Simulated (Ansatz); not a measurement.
# Preparing SnO2 (P4_2/mnm) as a host crystal, part 2 of 2

Before any defect goes in: SnO2 (P4_2/mnm) at rest, and how it screens a charge.

Ansatz 0.2.0; plane-wave PAW DFT, PBEsol; relaxation of the host's cell and atoms; PAW set soft_1 (the session's first sound run).

So far. Step 3 (Dielectric tensors of the host): The principal values of the electronic dielectric tensor are 4.60, 4.60 and 4.91. The principal values of the static dielectric tensor are 10.42, 13.48 and 13.48.

## (4) Defect free supercell relaxed in its symmetry

This cell, the one that will hold the defects, is built from the relaxed host. Its coarser k-points can move the atoms a little, so it is relaxed from the symmetric sites, as the reference for the test of stability.

This step: plane-wave PAW DFT, PBEsol; relaxation of the defect-free supercell in its symmetry; PAW set soft_1 (Ansatz 0.2.0).

System of this step: SnO2 (P4_2/mnm). The cell holds 96 atoms: 32 Sn and 64 O. Its edges and angles: a = 11.498 Å, b = 11.498 Å, c = 13.485 Å, α = 54.1°, β = 54.1°, γ = 71.8°.

Contents of pristine.symmetric/input.yaml:

```yaml
crystal:
  lattice:
    - [0.0, 9.5356236445, 6.4238053132]
    - [9.5356236445, 0.0, 6.4238053132]
    - [9.5356236445, 9.5356236445, 0.0]
  atoms:
    - { symbol: Sn, position: [0.125, 0.125, 0.125] }
    - { symbol: Sn, position: [0.375, 0.375, 0.375] }
    - { symbol: Sn, position: [0.0, 0.0, 0.0] }
    - { symbol: Sn, position: [0.25, 0.25, 0.25] }
    - { symbol: O, position: [0.0281360785, 0.2218639215, 0.375] }
    - { symbol: O, position: [0.2781360785, 0.4718639215, 0.125] }
    - { symbol: O, position: [0.2218639215, 0.0281360785, 0.375] }
    - { symbol: O, position: [0.4718639215, 0.2781360785, 0.125] }
    - { symbol: O, position: [0.0, 0.0, 0.1531360785] }
    - { symbol: O, position: [0.25, 0.25, 0.4031360785] }
    - { symbol: O, position: [0.0, 0.0, 0.3468639215] }
    - { symbol: O, position: [0.25, 0.25, 0.0968639215] }
    - { symbol: Sn, position: [0.125, 0.125, 0.625] }
    - { symbol: Sn, position: [0.375, 0.375, 0.875] }
    - { symbol: Sn, position: [0.0, 0.0, 0.5] }
    - { symbol: Sn, position: [0.25, 0.25, 0.75] }
    - { symbol: O, position: [0.0281360785, 0.2218639215, 0.875] }
    - { symbol: O, position: [0.2781360785, 0.4718639215, 0.625] }
    - { symbol: O, position: [0.2218639215, 0.0281360785, 0.875] }
    - { symbol: O, position: [0.4718639215, 0.2781360785, 0.625] }
    - { symbol: O, position: [0.0, 0.0, 0.6531360785] }
    - { symbol: O, position: [0.25, 0.25, 0.9031360785] }
    - { symbol: O, position: [0.0, 0.0, 0.8468639215] }
    - { symbol: O, position: [0.25, 0.25, 0.5968639215] }
    - { symbol: Sn, position: [0.125, 0.625, 0.125] }
    - { symbol: Sn, position: [0.375, 0.875, 0.375] }
    - { symbol: Sn, position: [0.0, 0.5, 0.0] }
    - { symbol: Sn, position: [0.25, 0.75, 0.25] }
    - { symbol: O, position: [0.0281360785, 0.7218639215, 0.375] }
    - { symbol: O, position: [0.2781360785, 0.9718639215, 0.125] }
[... 60 atom lines left out ...]
    - { symbol: O, position: [0.7218639215, 0.5281360785, 0.875] }
    - { symbol: O, position: [0.9718639215, 0.7781360785, 0.625] }
    - { symbol: O, position: [0.5, 0.5, 0.6531360785] }
    - { symbol: O, position: [0.75, 0.75, 0.9031360785] }
    - { symbol: O, position: [0.5, 0.5, 0.8468639215] }
    - { symbol: O, position: [0.75, 0.75, 0.5968639215] }
basis:
  ecutwfc: 420
  xc_grid: 2
hamiltonian:
  xc: pbesol
  pseudopotentials: { kind: paw, azcp: { folder: soft_1 }, xc_functional: pbe }
kpoints:
  mp_grid: { grid: [1, 1, 1] }
scf:
  occupations: { method: fermi_dirac, width: 0.01 }
  max_iter: 100
  lower_state_search: "off"
output:
  forces: true
relax:
  f_tol: 0.015
  max_steps: 60
  escape_saddle: false
checkpoint:
  write: "../pristine.symmetric.run"
  compress: false
  write_wavefunctions: false
  write_every: 100000
```

Started as:

```
$ ansatz run input.yaml --threads 32 --pin off --max-ram 84787MiB --backend cuda --events-out ev --progress --plain --runs-dir out --max-vram 78GiB
```

Numbers of over 12 decimals in the logs are rounded to 6 here.

Log:

```text
[...]
device memory: the entry about to start is reckoned to put 3.9 GiB on a device that reports 176.5 GiB free (of which the cap on the GPU budget leaves the run 78.0 GiB)
GPU FFT provider: cuFFT
GPU libraries: cuBLAS 13.8.1, cuFFT 12.4.0, cuSOLVER 12.3.2
GPU matrix products: emulated (plane waves: as basis.precision tells), large ones in fixed point in workspaces of 1.00 GiB
Crystal: 96 atoms, lattice volume = 1168.209 Å³
Basis set: ecut = 420 eV, 22821 PW (Γ), exchange–correlation on 160×160×192 points (8 copies of the dense FFT grid, shifted against one another)
Bands: 512, of which v1, the nominal top of the filled ones, is band 416 counted from 1 (415 counted from 0)
Symmetry: 256 space group operations
[...]
k-points: 1
[...]
GPU buffer pool allocated for 614400 grid points (all kernels)
GPU transforms: local potential and band sums: pruned to the plane-wave sphere, on 80×80×90
[...]
SCF iter   1: F=—  HF=-226299.847935 eV  |Δ(HF+E_count)|=         —  Δρ=6.96e-2  dr2=4.20e1  Hψ=1841
[...]
SCF iter   7: F=-226290.637195 eV  HF=-226290.637194 eV  |Δ(HF+E_count)|=   4.12e-6  Δρ=1.07e-5  dr2=1.67e-6  Hψ=1586
SCF 1 converged in 7 iterations: F = -226290.637195 eV  dr2 = 1.67e-6
[...]
relax step   1: F+E_penalty+E_count = -226290.63719468 eV  Δ(F+E_penalty+E_count) = +0.000e0 eV  max|allowed force component| = 4.111e-2 eV/Å  Δτ_max = 0.0000 Å  (7 SCF iters, dr2 threshold 5.63e-6 eV, accepted)
[...]
SCF iter   5: F=-226290.641685 eV  HF=-226290.641685 eV  |Δ(HF+E_count)|=   4.66e-8  Δρ=2.68e-6  dr2=7.99e-8  Hψ=1556
SCF 2 converged in 5 iterations: F = -226290.641685 eV  dr2 = 7.99e-8
relax step   2: F+E_penalty+E_count = -226290.64168478 eV  Δ(F+E_penalty+E_count) = -4.490e-3 eV  max|allowed force component| = 1.207e-2 eV/Å  Δτ_max = 0.0019 Å  (5 SCF iters, accepted)
SCF converged after 5 iterations
Free energy (F): -226290.641685 eV
[...]
Internal energy: -226290.641685 eV  (E = F + TS)
E sigma→0 (E₀):  -226290.641685 eV
Fermi energy:    9.606391 eV
[...]
--- Forces (eV/Å), atoms counted from 1 ---
  atom   1  Sn     0.00000000    -0.00000000    -0.00000000
  atom   2  Sn     0.00000000    -0.00000000    -0.00000000
  atom   3  Sn    -0.00000000     0.00000000    -0.00000000
  atom   4  Sn    -0.00000000    -0.00000000    -0.00000000
  atom   5  O     -0.01207071     0.01207071    -0.00000000
  atom   6  O     -0.01207071     0.01207071    -0.00000000
  [... 90 more lines of this table ...]
  max |Σ_I F_I| component: 6.42e-17 eV/Å
--- Relaxed structure (2 steps of the walk, 2 accepted, 0 SCFs on fresh bases) ---
  F+E_penalty+E_count = -226290.64168478 eV   max|allowed force component| = 1.207e-2 eV/Å
  atoms:
    - { symbol: Sn, position: [0.125000, 0.125000, 0.125000] }
    - { symbol: Sn, position: [0.375000, 0.375000, 0.375000] }
    - { symbol: Sn, position: [0, 0, 0] }
    - { symbol: Sn, position: [0.250000, 0.250000, 0.250000] }
    - { symbol: O, position: [0.028274, 0.221726, 0.375] }
    - { symbol: O, position: [0.278274, 0.471726, 0.125000] }
  [... 90 more lines of this table ...]
```

It took 2.3 s on 1 × NVIDIA GB200 with 32 threads of Arm Neoverse V2, shared host; peak memory 1.1 GiB; 6.4 s of CPU time.

No atom moved by 0.005 Å in the relaxation.

## (5) Defect free supercell relaxed from displaced atoms

This step: plane-wave PAW DFT, PBEsol; relaxation of the defect-free supercell from random displacements, a test of the host's stability; PAW set soft_1 (Ansatz 0.2.0).

pristine.rattled/input.yaml, as its differences from pristine.symmetric/input.yaml of step 4:

```diff
@@ -59,6 +59,6 @@
   f_tol: 0.015
-  max_steps: 60
-  escape_saddle: false
+  max_steps: 120
+  random_displacement: { amplitude: 0.06, seed: 4490 }
 checkpoint:
-  write: "../pristine.symmetric.run"
+  write: "../pristine.rattled.run"
   compress: false
```

Log:

```text
[...]
GPU FFT provider: cuFFT
GPU libraries: cuBLAS 13.8.1, cuFFT 12.4.0, cuSOLVER 12.3.2
[...]
Crystal: 96 atoms, lattice volume = 1168.209 Å³
Basis set: ecut = 420 eV, 22821 PW (Γ), exchange–correlation on 160×160×192 points (8 copies of the dense FFT grid, shifted against one another)
Bands: 512, of which v1, the nominal top of the filled ones, is band 416 counted from 1 (415 counted from 0)
Symmetry: 1 space group operations
k-points: 1
[...]
GPU buffer pool allocated for 614400 grid points (all kernels)
[...]
SCF iter   1: F=—  HF=-226297.221295 eV  |Δ(HF+E_count)|=         —  Δρ=7.00e-2  dr2=4.28e1  Hψ=1832
[...]
SCF iter   7: F=-226287.792778 eV  HF=-226287.792777 eV  |Δ(HF+E_count)|=   3.92e-6  Δρ=1.11e-5  dr2=1.90e-6  Hψ=1590
SCF 1 converged in 7 iterations: F = -226287.792778 eV  dr2 = 1.90e-6
[...]
relax step   1: F+E_penalty+E_count = -226287.79277759 eV  Δ(F+E_penalty+E_count) = +0.000e0 eV  max|allowed force component| = 2.322e0 eV/Å  Δτ_max = 0.0000 Å  (7 SCF iters, dr2 threshold 5.63e-6 eV, accepted)
[...]
relax step   2: F+E_penalty+E_count = -226290.14551290 eV  Δ(F+E_penalty+E_count) = -2.353e0 eV  max|allowed force component| = 8.964e-1 eV/Å  Δτ_max = 0.1014 Å  (7 SCF iters, dr2 threshold 1.00e-4 eV, accepted)
relax step   3: F+E_penalty+E_count = -226290.64176292 eV  Δ(F+E_penalty+E_count) = -4.963e-1 eV  max|allowed force component| = 1.259e-2 eV/Å  Δτ_max = 0.0591 Å  (6 SCF iters, dr2 threshold 5.02e-5 eV, accepted)
[...]
SCF iter   5: F=-226290.641786 eV  HF=-226290.641786 eV  |Δ(HF+E_count)|=   3.23e-8  Δρ=1.49e-6  dr2=3.67e-8  Hψ=1531
SCF 4 converged in 5 iterations: F = -226290.641786 eV  dr2 = 3.67e-8
relax step   4: F+E_penalty+E_count = -226290.64178641 eV  Δ(F+E_penalty+E_count) = -2.350e-5 eV  max|allowed force component| = 1.240e-2 eV/Å  Δτ_max = 0.0000 Å  (5 SCF iters, accepted)
SCF converged after 5 iterations
Free energy (F): -226290.641786 eV
[...]
Internal energy: -226290.641786 eV  (E = F + TS)
E sigma→0 (E₀):  -226290.641786 eV
Fermi energy:    9.607218 eV
[...]
--- Forces (eV/Å), atoms counted from 1 ---
  atom   1  Sn     0.00291933     0.00019736    -0.00269698
  atom   2  Sn    -0.00537677    -0.00118731     0.01062075
  atom   3  Sn     0.00094165     0.00489656     0.00439427
  atom   4  Sn     0.00592672    -0.00401477    -0.00181618
  atom   5  O     -0.00070752     0.00291021     0.00411890
  atom   6  O      0.00268873    -0.00654894     0.00220351
  [... 90 more lines of this table ...]
  max |Σ_I F_I| component: 1.25e-4 eV/Å
--- Relaxed structure (4 steps of the walk, 4 accepted, 0 SCFs on fresh bases) ---
  F+E_penalty+E_count = -226290.64178641 eV   max|allowed force component| = 1.240e-2 eV/Å
  atoms:
    - { symbol: Sn, position: [0.125138, 0.124920, 0.125090] }
    - { symbol: Sn, position: [0.375027, 0.374897, 0.375353] }
    - { symbol: Sn, position: [2.969729164040025e-5, -0.000116, 0.000235] }
    - { symbol: Sn, position: [0.250128, 0.249792, 0.250279] }
    - { symbol: O, position: [0.028409, 0.221554, 0.375063] }
    - { symbol: O, position: [0.278374, 0.471478, 0.125349] }
  [... 90 more lines of this table ...]
```

Elapsed: 3.1 s, on 1 × NVIDIA GB200 with 32 threads; peak memory 1.2 GiB; 11 s of CPU time.

Step by step:

```tsv
step	energy less that of the first step (eV)	largest force component (eV/Å)
1	0.0000	2.3222
2	-2.3527	0.8964
3	-2.8490	0.0126
4	-2.8490	0.0124
```

The relaxation ends 30 meV an atom lower than the displaced start, with a largest force component of 0.012 eV/Å.

## (6) Host on a dense mesh

This step: plane-wave PAW DFT, PBEsol; single point of the defect-free host, a test of the k-point sampling; PAW set soft_1 (Ansatz 0.2.0).

System of this step: SnO2 (P4_2/mnm). Symmetry: P4_2/mnm, No. 136, tetragonal system. The conventional cell has a = 4.768 Å, b = 4.768 Å, c = 3.212 Å, α = 90.00°, β = 90.00°, γ = 90.00°. Nearest to Sn lie 6 O at 2.07 Å. O has 3 Sn at 2.07 Å nearest. Farther neighbours and most contacts between anions are not listed.

Contents of dense/input.yaml:

```yaml
crystal:
  lattice:
    - [4.7678118222, 0.0, 0.0]
    - [0.0, 4.7678118222, 0.0]
    - [0.0, 0.0, 3.2119026566]
  atoms:
    - { symbol: Sn, position: [0.5, 0.5, 0.5] }
    - { symbol: Sn, position: [0.0, 0.0, 0.0] }
    - { symbol: O, position: [0.193727843, 0.806272157, 0.5] }
    - { symbol: O, position: [0.806272157, 0.193727843, 0.5] }
    - { symbol: O, position: [0.306272157, 0.306272157, 0.0] }
    - { symbol: O, position: [0.693727843, 0.693727843, 0.0] }
basis:
  ecutwfc: 420
  xc_grid: 2
hamiltonian:
  xc: pbesol
  pseudopotentials: { kind: paw, azcp: { folder: soft_1 }, xc_functional: pbe }
kpoints:
  mp_grid: { grid: [6, 6, 9] }
scf:
  occupations: { method: fermi_dirac, width: 0.01 }
  max_iter: 100
  lower_state_search: "off"
checkpoint:
  write: "../dense.run"
  compress: false
  write_wavefunctions: false
  write_every: 100000
```

Log:

```text
[...]
GPU FFT provider: cuFFT
GPU libraries: cuBLAS 13.8.1, cuFFT 12.4.0, cuSOLVER 12.3.2
[...]
Crystal: 6 atoms, lattice volume = 73.013 Å³
Basis set: ecut = 420 eV, 1435 PW (Γ), exchange–correlation on 64×64×48 points (8 copies of the dense FFT grid, shifted against one another)
Bands: 32, of which v1, the nominal top of the filled ones, is band 26 counted from 1 (25 counted from 0)
Symmetry: 16 space group operations
[...]
k-points: 50 of 324
[...]
GPU buffer pool allocated for 24576 grid points (all kernels)
[...]
SCF iter   1: F=—  HF=-14143.798690 eV  |Δ(HF+E_count)|=         —  Δρ=6.91e-2  dr2=2.56e0  Hψ=7090
[...]
SCF iter   7: F=-14143.237447 eV  HF=-14143.237447 eV  |Δ(HF+E_count)|=   1.52e-7  Δρ=6.85e-6  dr2=2.84e-8  Hψ=3964
SCF 1 converged in 7 iterations: F = -14143.237447 eV  dr2 = 2.84e-8
[...]
SCF converged after 7 iterations
Free energy (F): -14143.237447 eV
[...]
Internal energy: -14143.237447 eV  (E = F + TS)
E sigma→0 (E₀):  -14143.237447 eV
Fermi energy:    9.593027 eV
[...]
```

Wall time 1.1 s (1 × NVIDIA GB200 with 32 threads); peak memory 0.97 GiB.

## (7) Defect free supercell at the zone centre

The supercell is run at the zone centre, to see how far that sampling misses the dense mesh.

System of this step: SnO2 (P4_2/mnm). The cell holds 96 atoms: 32 Sn and 64 O. Its edges and angles: a = 11.498 Å, b = 11.498 Å, c = 13.485 Å, α = 54.1°, β = 54.1°, γ = 71.8°.

pristine.sampling_gamma/input.yaml, as its differences from pristine.rattled/input.yaml of step 5:

```diff
@@ -55,10 +55,4 @@
   lower_state_search: "off"
-output:
-  forces: true
-relax:
-  f_tol: 0.015
-  max_steps: 120
-  random_displacement: { amplitude: 0.06, seed: 4490 }
 checkpoint:
-  write: "../pristine.rattled.run"
+  write: "../pristine.sampling_gamma.run"
   compress: false
```

Log:

```text
[...]
GPU FFT provider: cuFFT
GPU libraries: cuBLAS 13.8.1, cuFFT 12.4.0, cuSOLVER 12.3.2
[...]
Crystal: 96 atoms, lattice volume = 1168.209 Å³
Basis set: ecut = 420 eV, 22821 PW (Γ), exchange–correlation on 160×160×192 points (8 copies of the dense FFT grid, shifted against one another)
Bands: 512, of which v1, the nominal top of the filled ones, is band 416 counted from 1 (415 counted from 0)
Symmetry: 256 space group operations
[...]
k-points: 1
[...]
GPU buffer pool allocated for 614400 grid points (all kernels)
[...]
SCF iter   1: F=—  HF=-226299.847919 eV  |Δ(HF+E_count)|=         —  Δρ=6.96e-2  dr2=4.20e1  Hψ=1841
[...]
SCF iter   8: F=-226290.637195 eV  HF=-226290.637195 eV  |Δ(HF+E_count)|=   8.86e-7  Δρ=2.07e-6  dr2=4.16e-8  Hψ=1195
SCF 1 converged in 8 iterations: F = -226290.637195 eV  dr2 = 4.16e-8
[...]
SCF converged after 8 iterations
Free energy (F): -226290.637195 eV
[...]
Internal energy: -226290.637195 eV  (E = F + TS)
E sigma→0 (E₀):  -226290.637195 eV
Fermi energy:    9.604492 eV
[...]
```

The job ended after 1.4 s (1 × NVIDIA GB200 with 32 threads; peak memory 1.3 GiB; 3.4 s of CPU time).

## (8) Defect free supercell at the quarter point

The supercell is run at one point off the zone centre, to see how far that sampling misses the dense mesh.

pristine.sampling_quarter/input.yaml, as its differences from pristine.sampling_gamma/input.yaml of step 7:

```diff
@@ -50,3 +50,3 @@
 kpoints:
-  mp_grid: { grid: [1, 1, 1] }
+  mp_grid: { grid: [1, 1, 1], shift: [0.25, 0.25, 0.25] }
 scf:
@@ -56,3 +56,3 @@
 checkpoint:
-  write: "../pristine.sampling_gamma.run"
+  write: "../pristine.sampling_quarter.run"
   compress: false
```

Log:

```text
[...]
GPU FFT provider: cuFFT
GPU libraries: cuBLAS 13.8.1, cuFFT 12.4.0, cuSOLVER 12.3.2
[...]
Crystal: 96 atoms, lattice volume = 1168.209 Å³
Basis set: ecut = 420 eV, 22821 PW (Γ), exchange–correlation on 160×160×192 points (8 copies of the dense FFT grid, shifted against one another)
Bands: 512, of which v1, the nominal top of the filled ones, is band 416 counted from 1 (415 counted from 0)
Symmetry: 64 space group operations
k-points: 1
[...]
GPU buffer pool allocated for 614400 grid points (all kernels)
[...]
SCF iter   1: F=—  HF=-226300.407573 eV  |Δ(HF+E_count)|=         —  Δρ=6.93e-2  dr2=4.13e1  Hψ=1848
[...]
SCF iter   8: F=-226291.351340 eV  HF=-226291.351340 eV  |Δ(HF+E_count)|=   2.63e-8  Δρ=2.05e-6  dr2=4.11e-8  Hψ=1313
SCF 1 converged in 8 iterations: F = -226291.351340 eV  dr2 = 4.11e-8
[...]
SCF converged after 8 iterations
Free energy (F): -226291.351340 eV
[...]
Internal energy: -226291.351340 eV  (E = F + TS)
E sigma→0 (E₀):  -226291.351340 eV
Fermi energy:    9.817058 eV
[...]
```

Run time: 1.3 s. Hardware: 1 × NVIDIA GB200 with 32 threads; peak memory 1.4 GiB.

## (9) Results

```json
{
 "primitive cell vectors, lengths": "4.768, 4.768, 3.212 Å",
 "electronic dielectric constant": "principal values (4.60, 4.60, 4.91)",
 "static dielectric constant": "principal values (10.42, 13.48, 13.48)",
 "gap on the k-mesh of the response run (PBEsol)": "0.92 eV",
 "supercell relaxed in its symmetry less the displaced and relaxed one": "0.000 eV",
 "energy an atom at the zone centre alone less that on the dense mesh": "0.012 eV",
 "energy an atom at one point at (¼, ¼, ¼) less that on the dense mesh": "0.005 eV"
}
```

In words: Step 5: The energy fell by 2.849 eV from the randomly displaced start; the atoms end within 0.005 Å of the sites as typed, once the mean shift is taken out. The displaced cell ends within 0.01 eV of the symmetric one relaxed in its symmetry, so no lower structure shows in this supercell. The k-mesh can miss the band edges, so this gap is an upper bound at this level. All at zero temperature.

[Logs are printed without paths, hosts, clocks, repeated set-up lines and the standing remarks that a program may print on its own settings, such as how far it seeks lower states.]

[Hosts, paths, dates, database ids (printed as entryN), source tags and the programs' standing remarks are cut or masked in the printed files.]

[Runs of the host that timed out are not shown.]

[For some hosts the program warned that the k-mesh of the response run may be too coarse for force constants and the static dielectric constant; such warnings are not always shown.]

[The program warned that the k-mesh of a response run behind this text may be too coarse: force constants, and the static dielectric constant and all else formed from them, are not shown converged.]
